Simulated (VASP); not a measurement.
Write the native input for VASP 6.6.1 that does the following.

- Task: single point
- Functional: r2SCAN
- Dispersion: D3(BJ)
- Potentials or basis: VASP PAW PBE potentials, release 64 (O, H, Cl)
- Cutoff: 520 eV
- k mesh: 1 × 1 × 1
- Occupations: fermi-dirac, width 0.02 eV
- Spin: no spin polarisation
- Dipole correction: no
- Further INCAR settings: LREAL = Auto; ALGO = Normal; EDIFF = 1e-07; NBANDS = 66

Crystal: H21ClO10.

```
CELL_PARAMETERS angstrom
7.05400 0.00000 0.00000
0.00000 7.05400 0.00000
0.00000 0.00000 7.05400
ATOMIC_POSITIONS crystal
O 0.86599 0.66822 0.15357
O 0.39561 0.65183 0.52896
O 0.89952 0.45998 0.65709
O 0.55196 0.44701 0.25067
O 0.71939 0.80378 0.75361
O 0.36717 0.03234 0.49725
O 0.71729 0.07944 0.01997
O 0.07348 0.19492 0.87221
O 0.13829 0.71522 0.86917
O 0.53055 0.26469 0.75309
H 0.90408 0.73326 0.26897
H 0.96966 0.68340 0.06408
H 0.39354 0.57562 0.64531
H 0.44088 0.56710 0.43286
H 0.91454 0.40656 0.53069
H 0.96701 0.36402 0.74154
H 0.65003 0.51995 0.18758
H 0.58268 0.31184 0.24396
H 0.75024 0.67329 0.71949
H 0.61131 0.82576 0.67240
H 0.24199 0.04407 0.44193
H 0.39663 0.89501 0.49302
H 0.70702 0.96350 0.94098
H 0.64222 0.17194 0.94345
H 0.16629 0.21893 0.96783
H 0.97199 0.13972 0.94474
H 0.18857 0.83615 0.83385
H 0.06340 0.67919 0.76055
H 0.46515 0.18577 0.65476
H 0.64436 0.32175 0.69205
H 0.80488 0.07801 0.17703
Cl 0.89908 0.10824 0.38574
```

The cell was built by a generator and needn't be a form met in nature.

These files were run (other wordings do the same):

POSCAR

```
H21ClO10
1.0
    7.0540040000      0.0000000000      0.0000000000
    0.0000000000      7.0540040000      0.0000000000
    0.0000000000      0.0000000000      7.0540040000
O H Cl
10 21 1
Direct
    0.8659904361      0.6682162358      0.1535723541
    0.3956051060      0.6518283800      0.5289619909
    0.8995174939      0.4599798923      0.6570878043
    0.5519560238      0.4470085359      0.2506661465
    0.7193928441      0.8037846307      0.7536145429
    0.3671673563      1.0323356777      0.4972495054
    0.7172947449      0.0794442419      0.0199744712
    0.0734760003      0.1949247548     -0.1277855811
    0.1382902533      0.7152249985      0.8691659375
    0.5305497417      0.2646865525      0.7530900181
    0.9040822772      0.7332573103      0.2689678089
    0.9696620529      0.6833991021      0.0640770830
    0.3935353595      0.5756163450      0.6453072610
    0.4408843545      0.5670963612      0.4328605427
    0.9145444204      0.4065634213      0.5306915051
    0.9670110763      0.3640202075      0.7415362963
    0.6500279841      0.5199458350      0.1875814077
    0.5826761652      0.3118370786      0.2439607349
    0.7502405726      0.6732913676      0.7194920785
    0.6113123837      0.8257579667      0.6723982578
    0.2419902229      1.0440736920      0.4419334041
    0.3966258029      0.8950094159      0.4930249543
    0.7070168942     -0.0365040904     -0.0590161276
    0.6422168176      0.1719448982     -0.0565494434
    0.1662885363      0.2189253082     -0.0321661286
   -0.0280124593      0.1397220642     -0.0552593959
    0.1885737519      0.8361492282      0.8338526601
    0.0633966184      0.6791887274      0.7605467760
    0.4651542585      0.1857668354      0.6547628836
    0.6443574458      0.3217463443      0.6920466731
    0.8048762093      0.0780124310      0.1770342064
    0.8990780272      0.1082364002      0.3857383693
```

INCAR.step1

```
PREC = Accurate
ENCUT = 520
ISMEAR = -1
SIGMA = 0.02
LREAL = Auto
LASPH = True
NELM = 100
NBANDS = 66
GGA = PE
ALGO = Normal
EDIFF = 1E-4
LWAVE = True
LCHARG = False
```

INCAR.step2

```
PREC = Accurate
ENCUT = 520
EDIFF = 1E-7
ISMEAR = -1
SIGMA = 0.02
LREAL = Auto
LASPH = True
NELM = 100
ALGO = Normal
ISIF = 2
LWAVE = False
LCHARG = False
METAGGA = R2SCAN
LMIXTAU = True
IVDW = 12
VDW_S6 = 1.0
VDW_S8 = 0.78981345
VDW_A1 = 0.49484001
VDW_A2 = 5.73083694
NBANDS = 66
ISTART = 1
```

KPOINTS

```
regular mesh
0
Gamma
  1 1 1
```

Potentials or basis: VASP PAW PBE potentials, release 64 (O, H, Cl).

Run with:

```console
$ cat potpaw_PBE.64/O/POTCAR potpaw_PBE.64/H/POTCAR potpaw_PBE.64/Cl/POTCAR > POTCAR
$ cp INCAR.step1 INCAR
$ mpirun -np 1 vasp_gam > vasp.out
$ cp INCAR.step2 INCAR
$ mpirun -np 1 vasp_gam > vasp.out
```

Results of the run:

```yaml
Pressure: -1.5 GPa
Largest_force: 1.504 eV/Å
Band_gap_on_the_k_mesh: 5.37 eV, direct
Dispersion_energy_per_atom: -0.018 eV
```

Caveat: the PAW data sets were made with another functional, which shifts forces and pressure a little.

It took 2.4 min on 1 thread of Intel(R) Xeon(R) Platinum 8488C (Sapphire Rapids) (shared host), peak memory 0.42 GiB.
